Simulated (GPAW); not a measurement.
# BAs (F-43m) in GPAW: further runs, part 3 of 3

GPAW 26.7.0. The steps go on from the part before.

### 6 Equation of state, BLYP+D3

run.py reads:

```python
from ase import Atoms
from ase.calculators.mixing import SumCalculator
from ase.eos import EquationOfState
from ase.io import Trajectory
from ase.units import GPa
from dftd3.ase import DFTD3
from gpaw import GPAW, PW, setup_paths

setup_paths.insert(0, '.')

atoms = Atoms(['As', 'B'],
              cell=[[0.0, 2.3885, 2.3885],
                    [2.3885, 0.0, 2.3885],
                    [2.3885, 2.3885, 0.0]],
              scaled_positions=[[0.75, 0.75, 0.75],
                                [0.0, 0.0, 0.0]],
              pbc=True)

traj = Trajectory('eos.traj', 'w')
volumes, energies = [], []
for x in [0.94, 0.96, 0.98, 1.0, 1.02, 1.04, 1.06]:
    a = atoms.copy()
    a.set_cell(atoms.cell * x**(1 / 3), scale_atoms=True)
    calc = GPAW(mode=PW(800),
                xc='BLYP',
                kpts={'size': (8, 8, 8), 'gamma': True},
                occupations={'name': 'fermi-dirac', 'width': 0.05},
                nbands=11,
                convergence={'density': 1e-05, 'energy': 1e-05},
                eigensolver='davidson',
                maxiter=150,
                txt=f'eos-{x:.2f}.txt')
    a.calc = SumCalculator([calc, DFTD3(method='blyp', damping='d3zero')])
    energies.append(a.get_potential_energy())
    volumes.append(a.get_volume())
    p = -a.get_stress()[:3].mean() / GPa
    calc.write(f'eos-{x:.2f}.gpw')
    traj.write(a)
    print(f'{x:.2f} {volumes[-1]:10.4f} A^3 {energies[-1]:14.6f} eV {p:9.3f} GPa', flush=True)

v0, e0, B = EquationOfState(volumes, energies, eos='birchmurnaghan').fit()
print(f'V0 = {v0:.4f} A^3, E0 = {e0:.6f} eV, B0 = {B / GPa:.2f} GPa')
```

Potentials or basis: PAW data sets generated in the run's folder for this functional, pw.

The run is started by

```bash
> gpaw-setup -f BLYP As B
> OMP_NUM_THREADS=1 python run.py
```

What it wrote:

```text
__  _  _
 | _ |_)|_||  |
 |__||  | ||/\| - 26.7.0

Input parameters:
  mode=PW(ecut=800.0),
  convergence={'density': 1e-05, 'energy': 1e-05},
  eigensolver=Davidson(niter=2),
  kpts=MonkhorstPack(size=(8, 8, 8), gamma=True),
  maxiter=150,
  nbands=11,
  occupations=Occupations(name='fermi-dirac', width=0.05),
  xc=XC(name='BLYP')

Diagonalizing LCAO Hamiltonian
Converting LCAO to pw mode

                  As

       B

Atoms  # Å, Bohr magnetons
|   | symbol |        x |        y |        z |    initial magnetic moments |
|---|--------|----------|----------|----------|-----------------------------|
| 0 |     As | 3.509612 | 3.509612 | 3.509612 | ( 0.0000,  0.0000,  0.0000) |
| 1 |      B | 0.000000 | 0.000000 | 0.000000 | ( 0.0000,  0.0000,  0.0000) |

Unit cell  # Å
| periodic |        x |        y |        z |  lengths |    angles |
|----------|----------|----------|----------|----------|-----------|
|      yes | 0.000000 | 2.339741 | 2.339741 | 3.308894 | 60.000000 |
|      yes | 2.339741 | 0.000000 | 2.339741 | 3.308894 | 60.000000 |
|      yes | 2.339741 | 2.339741 | 0.000000 | 3.308894 | 60.000000 |

Number of symmetries: 24
Symmetry operations  # r_c * U_cc + t_c -> r_c
|    | kind |            matrix            |
|----|------|------------------------------|
|  0 |  E   |  1, 0, 0,  0, 1, 0,  0, 0, 1 |
|  1 |  σ   |  1, 0, 0,  0, 0, 1,  0, 1, 0 |
|  2 |  σ   |  1, 0,-1,  0, 1,-1,  0, 0,-1 |
|  3 |  C3  |  1, 0,-1,  0, 0,-1,  0, 1,-1 |
[... 140 lines left out ...]
  ecut: 6400.0  # eV

xc functional:
  name: BLYP with 2 nearest neighbor stencil

convergence criteria:
- Maximum integral of absolute [dens]ity change: 1e-05 electrons / valence electron
- Maximum [total energy] change in last 3 cyles: 1e-05 eV / valence electron
- Maximum integral of absolute [eigenst]ate change: 4e-08 eV^2 / valence electron
maximum number of iterations: 150

SCF iterations
|iter     | |      energy | eigst |  dens |
|---------|-|-------------|-------|-------|
|iter:   1| |  -10.521983 | -0.13 |       |
|iter:   2| |  -10.373439 | -2.01 | -0.67 |
|iter:   3| |   -9.758630 | -1.54 | -0.71 |
|iter:   4| |   -9.757793 | -2.98 | -1.44 |
|iter:   5| |   -9.758850 | -3.83 | -1.87 |
|iter:   6| |   -9.758894 | -5.18 | -2.52 |
|iter:   7| |   -9.758895c| -6.60 | -3.67 |
|iter:   8| |   -9.758895c| -7.80c| -4.26 |
|iter:   9| |   -9.758895c| -9.09c| -5.26c|

Converged in 9 steps
Energy contributions relative to reference atoms: (reference = -62184.874642)

Energy contributions:
  Kinetic:          31.869211
  Coulomb:         -27.549395
  Zero:              0.008835
  External:          0.000000
  Xc:              -14.087546
  Entropy:          -0.000000
  Spinorbit:         0.000000
  ----------------------------
  Free energy:      -9.758895
  Extrapolated:     -9.758895

dipole moment: (-3.091877, -3.091877, -3.091877)  # |e|*Ang

Fermi level: 9.834
Eigenvalues  # (at kpt = [0.000, 0.000, 0.000])
| band index |      eig [eV] | occ [0-2] |
|------------|---------------|-----------|
|          0 |        -6.711 |     2.000 |
|          1 |         9.166 |     2.000 |
|          2 |         9.166 |     2.000 |
|          3 |         9.166 |     2.000 |
|          4 |        12.640 |     0.000 |
|          5 |        12.640 |     0.000 |
|          6 |        12.640 |     0.000 |
|          7 |        14.675 |     0.000 |
|          8 |        19.523 |     0.000 |
|          9 |        24.005 |     0.000 |
|         10 |        24.262 |     0.000 |

Gap: 1.371 eV
Transition (v -> c):
  (s=0, k=0, n=3, [0.00, 0.00, 0.00]) -> (s=0, k=12, n=4, [0.38, 0.38, 0.00])
Direct/indirect transitions are different
Direct gap: 3.474 eV
Transition at: (s=0, k=0, n=3, [0.00, 0.00, 0.00])

Stress tensor  # eV/Ang^3
|         x |         y |         z |
|-----------|-----------|-----------|
| -0.117401 | -0.000000 |  0.000000 |
| -0.000000 | -0.117401 |  0.000000 |
|  0.000000 |  0.000000 | -0.117401 |

# Writing to eos-0.94.gpw (mode='')
```

Run time: 45 s. Hardware: 1 thread of Intel Xeon Platinum 8488C (Sapphire Rapids), shared host; peak memory 0.22 GiB.

Results:

* Equilibrium volume: 14.06 Å³/atom
* Bulk modulus: 123 GPa
* Pressure derivative of the bulk modulus: 4.5

Energy against volume, from the lowest point:
```tsv
volume (Å³/atom)	energy (meV/atom)
12.809	50.45
13.081	29.61
13.354	14.70
13.626	5.16
13.899	0.41
14.171	0.00
14.444	3.46
```

### 7 The reference run

An earlier run on the cell as given: functional PBEsol; potentials or basis PAW data sets generated in the run's folder for this functional; cutoff 800 eV; basis pw; k mesh 10 × 10 × 10; occupations fermi-dirac, width 0.05 eV; no spin polarisation.

* Pressure: -0.3 GPa
* Band gap on the k mesh: 1.08 eV, indirect (least direct gap 3.26 eV)

### 8 Overview

```tsv
task	level	potentials or basis	k mesh	cutoff (eV)	hybrids on these orbitals	oneshot functional	data set	eigensolver	gap on the mesh (eV)	pressure (GPa)	V0 of scaled cells (Å³/atom)	B0 (GPa)
equation of state	PBE+D3	GPAW PAW data sets (gpaw-data 1.2.1), pw	8 × 8 × 8	800	-	-	-	-	-	-	13.73	135
one-shot levels of the hybrid HSE06	LDA	the program's PAW data sets (release 1.2.1) made for this functional, pw	6 × 6 × 6	600	["HSE06", "B3LYP", "YS-PBE0"]	HSE06	-	-	1.23	-3.4	-	-
equation of state	PBE	JTH PAW 2.0, PBE, pw	8 × 8 × 8	800	-	-	As jth, B jth	-	-	-	13.89	131
equation of state	BLYP+D3	PAW data sets generated in the run's folder for this functional, pw	8 × 8 × 8	800	-	-	-	davidson	-	-	14.06	123
single point	PBEsol	PAW data sets generated in the run's folder for this functional, pw	10 × 10 × 10	800	-	-	-	-	1.08	-0.3	-	-
```

Alike in all rows: no spin polarisation; cell as given; smearing fermi-dirac 0.05 eV.

Caveats: the cutoff is short for stress and forces, so pressures can be off by a GPa or more (some runs); energy and the plain gap are those of the semilocal run (some runs); the hybrids' values are one shot on its orbitals and mesh (some runs); the program truncates these outside data sets (some runs).

Total energies depend on the potentials used, so only differences within one code and one set of settings carry meaning.

### 9 How close it comes

Step 3. Measured bulk modulus of BAs: 148 GPa (quoted in “Basic Physical Properties of Cubic Boron Arsenide”, 2019, arxiv:1911.11281). This calculation gives 135 GPa (-8.7 %). The fit is for a static lattice scaled at fixed shape and fixed fractional positions.

Step 5. Measured bulk modulus of BAs: 148 GPa (quoted in “Basic Physical Properties of Cubic Boron Arsenide”, 2019, arxiv:1911.11281). This calculation gives 131 GPa (-11.2 %). The fit is for a static lattice scaled at fixed shape and fixed fractional positions.

Step 6. Measured bulk modulus of BAs: 148 GPa (quoted in “Basic Physical Properties of Cubic Boron Arsenide”, 2019, arxiv:1911.11281). This calculation gives 123 GPa (-16.9 %). The fit is for a static lattice scaled at fixed shape and fixed fractional positions.
